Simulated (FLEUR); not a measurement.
# Si (Fd-3m) in FLEUR: a series of runs, part 2 of 2

FLEUR MaX-R8.1 (patched build s14).

### Step 4. Equation of state, PBEsol, 19.36 Å³/atom (volume scaled by 0.96)

File inp.xml:

```xml
<?xml version="1.0" encoding="UTF-8" standalone="no"?>
<fleurInput fleurInputVersion="0.39">
   <comment>
      Si                                                                                                  
   </comment>
   <calculationSetup>
      <cutoffs Kmax="4.15" Gmax="12.9" GmaxXC="12.9" numbands="0"/>
      <scfLoop itmax="60" minDistance="0.00001" maxIterBroyd="15" imix="Anderson" alpha="0.05" precondParam="0.0" spinf="2.0"/>
      <coreElectrons ctail="T" frcor="F" kcrel="0" coretail_lmax="0"/>
      <xcFunctional name="PBEs" relativisticCorrections="F"/>
      <magnetism jspins="1"/>
      <soc l_soc="F" theta="0.0" phi="0.0" spav="F"/>
      <expertModes spex="0" secvar="F"/>
      <geometryOptimization l_f="F" forcealpha="1.0" forcemix="BFGS" epsdisp="0.00001" epsforce="0.00001"/>
      <ldaU l_linMix="F" mixParam="0.05" spinf="1.0"/>
   </calculationSetup>
   <cell>
      <bzIntegration valenceElectrons="24.0" mode="hist" fermiSmearingEnergy="0.00183747">
         <kPointListSelection listName="default-1"/>
         <!-- k-points included here -->
         <xi:include xmlns:xi="http://www.w3.org/2001/XInclude" href="kpts.xml"> </xi:include>
      </bzIntegration>
      <!-- symmetry operations included here -->
      <xi:include xmlns:xi="http://www.w3.org/2001/XInclude" href="sym.xml"> </xi:include>
      <bulkLattice scale="0.9864848297">
         <bravaisMatrix>
            <row-1>    0.0000000000000000     5.1435532944025564     5.1435532944025564</row-1>
            <row-2>    5.1435532944025564     0.0000000000000000     5.1435532944025564</row-2>
            <row-3>    5.1435532944025564     5.1435532944025564     0.0000000000000000</row-3>
         </bravaisMatrix>
      </bulkLattice>
   </cell>
   <atomSpecies>
      <species name="Silicon (Si)" element="Si" atomicNumber="14">
         <mtSphere radius="2.0" gridPoints="681" logIncrement="0.017"/>
         <atomicCutoffs lmax="8" lnonsphr="6"/>
         <electronConfig flipSpins="F">
            <coreConfig>(1s1/2)</coreConfig>
            <valenceConfig>(2s1/2) (2p1/2) (2p3/2) (3s1/2) (3p1/2) (3p3/2)</valenceConfig>
            <stateOccupation state="(3p1/2)" spinUp="0.333333" spinDown="0.333333"/>
            <stateOccupation state="(3p3/2)" spinUp="0.666667" spinDown="0.666667"/>
         </electronConfig>
         <energyParameters s="3" p="3" d="3" f="4"/>
         <lo type="SCLO" l="0" n="2" eDeriv="0"/>
         <lo type="SCLO" l="1" n="2" eDeriv="0"/>
         <lo type="SCLO" l="2" n="3" eDeriv="2"/>
         <lo type="SCLO" l="3" n="4" eDeriv="2"/>
      </species>
   </atomSpecies>
   <atomGroups>
      <atomGroup species="Silicon (Si)">
         <relPos label="                   1">3.000/8.000 3.000/8.000 3.000/8.000</relPos>
         <relPos label="                   2">-3.000/8.000 -3.000/8.000 -3.000/8.000</relPos>
         <force calculate="T" relaxXYZ="TTT"/>
      </atomGroup>
   </atomGroups>
   <output dos="F" band="F" slice="F">
      <checks vchk="F" cdinf="F"/>
      <bandDOS minEnergy="-.5*Htr" maxEnergy="0.5*Htr" sigma="0.015" storeEVData="T"/>
      <vacuumDOS vacdos="F" integ="F" star="F" nstars="0" locx1="0.0" locy1="0.0" locx2="0.0" locy2="0.0" nstm="0" tworkf="0.0"/>
      <unfoldingBand unfoldBand="F" supercellX="1" supercellY="1" supercellZ="1"/>
      <plotting iplot="0" polar="F">
         <plot TwoD="T" vec1="  1.0  0.0  0.0" vec2="  0.0  1.0  0.0" vec3="  0.0  0.0  1.0" zero="  0.0  0.0  0.0" file="plot"/>
      </plotting>
      <chargeDensitySlicing numkpt="0" minEigenval="0.0" maxEigenval="0.0" nnne="0" pallst="F"/>
      <specialOutput eonly="F"/>
      <magneticCircularDichroism mcd="F" energyLo="-10.0" energyUp="0.0"/>
   </output>
  <!-- We include the file relax.xml here to enable relaxations (see documentation) -->
  <xi:include xmlns:xi="http://www.w3.org/2001/XInclude" href="relax.xml"> <xi:fallback/> </xi:include>
</fleurInput>
```

Run with:

```
$ inpgen -f crystal.txt -profile fastHighL
$ # inp.xml edited to the form shown
$ fleur
```

Run time: 9.1 s. Hardware: 1 thread of INTEL XEON PLATINUM 8581C at 2.30GHz (Emerald Rapids), shared host; peak memory 0.09 GiB.

The run converged. Its results:

```
Free energy                                           : -15755.9091 eV
Band gap on the k mesh                                : 0.46 eV, indirect (least direct gap 2.54 eV)
Valence electrons inside the program's atomic spheres : Si 9.80 (radii Si 2.0 bohr)
```

Caveat: the plane-wave cutoff is short for the semicore states, which can make moduli rough.

### Step 5. Equation of state, PBEsol, 20.16 Å³/atom

inp.xml: that of step 4 with these lines changed.

```diff
@@ -24,3 +24,3 @@
       <xi:include xmlns:xi="http://www.w3.org/2001/XInclude" href="sym.xml"> </xi:include>
-      <bulkLattice scale="0.9864848297">
+      <bulkLattice scale="1.0000000000">
          <bravaisMatrix>
```

Run with:

```
$ inpgen -f crystal.txt -profile fastHighL
$ # inp.xml edited to the form shown
$ fleur
```

Run time: 9.5 s. Hardware: 1 thread of INTEL XEON PLATINUM 8581C at 2.30GHz (Emerald Rapids), shared host; peak memory 0.09 GiB.

Results (log left out):

```
Free energy                                           : -15755.9232 eV
Band gap on the k mesh                                : 0.52 eV, indirect (least direct gap 2.52 eV)
Valence electrons inside the program's atomic spheres : Si 9.76 (radii Si 2.0 bohr)
```

Caveat: the plane-wave cutoff is short for the semicore states, which can make moduli rough.

### Step 6. Equation of state, PBEsol, 20.97 Å³/atom (volume scaled by 1.04)

inp.xml: that of step 5 with these lines changed.

```diff
@@ -24,3 +24,3 @@
       <xi:include xmlns:xi="http://www.w3.org/2001/XInclude" href="sym.xml"> </xi:include>
-      <bulkLattice scale="1.0000000000">
+      <bulkLattice scale="1.0131594038">
          <bravaisMatrix>
```

Potentials or basis: all-electron, FLAPW.

Run with:

```
$ inpgen -f crystal.txt -profile fastHighL
$ # inp.xml edited to the form shown
$ fleur
```

Wall time 10 s (1 thread of INTEL XEON PLATINUM 8581C at 2.30GHz (Emerald Rapids), shared host); peak memory 0.09 GiB.

The run converged. Its results:

| Quantity | Value |
| --- | --- |
| Free energy | -15755.9005 eV |
| Band gap on the k mesh | 0.58 eV, indirect (least direct gap 2.47 eV) |
| Valence electrons inside the program's atomic spheres | Si 9.73 (radii Si 2.0 bohr) |

Caveat: the plane-wave cutoff is short for the semicore states, which can make moduli rough.

### Step 7. Equation of state, PBEsol, 21.37 Å³/atom (volume scaled by 1.06)

inp.xml: that of step 6 with these lines changed.

```diff
@@ -24,3 +24,3 @@
       <xi:include xmlns:xi="http://www.w3.org/2001/XInclude" href="sym.xml"> </xi:include>
-      <bulkLattice scale="1.0131594038">
+      <bulkLattice scale="1.0196128224">
          <bravaisMatrix>
```

Run with:

```
$ inpgen -f crystal.txt -profile fastHighL
$ # inp.xml edited to the form shown
$ fleur
```

Run time: 10 s. Hardware: 1 thread of INTEL XEON PLATINUM 8581C at 2.30GHz (Emerald Rapids), shared host; peak memory 0.09 GiB.

Results (log left out):

```
Free energy                                           : -15755.8775 eV
Band gap on the k mesh                                : 0.61 eV, indirect (least direct gap 2.38 eV)
Valence electrons inside the program's atomic spheres : Si 9.72 (radii Si 2.0 bohr)
```

Caveat: the plane-wave cutoff is short for the semicore states, which can make moduli rough.

### Step 8. Equation of state, PBEsol

This step only gathers the single runs of the series.

Results:

```yaml
Equilibrium_volume: 20.04 Å³/atom
Bulk_modulus: 94 GPa
```

Energy against volume, from the lowest point:
| volume (Å³/atom) | energy (meV/atom) |
| --- | --- |
| 18.955 | 18.86 |
| 19.358 | 7.08 |
| 20.165 | 0.00 |
| 20.971 | 11.38 |
| 21.375 | 22.88 |

Caveat: the plane-wave cutoff is short for the semicore states, which can make moduli rough.
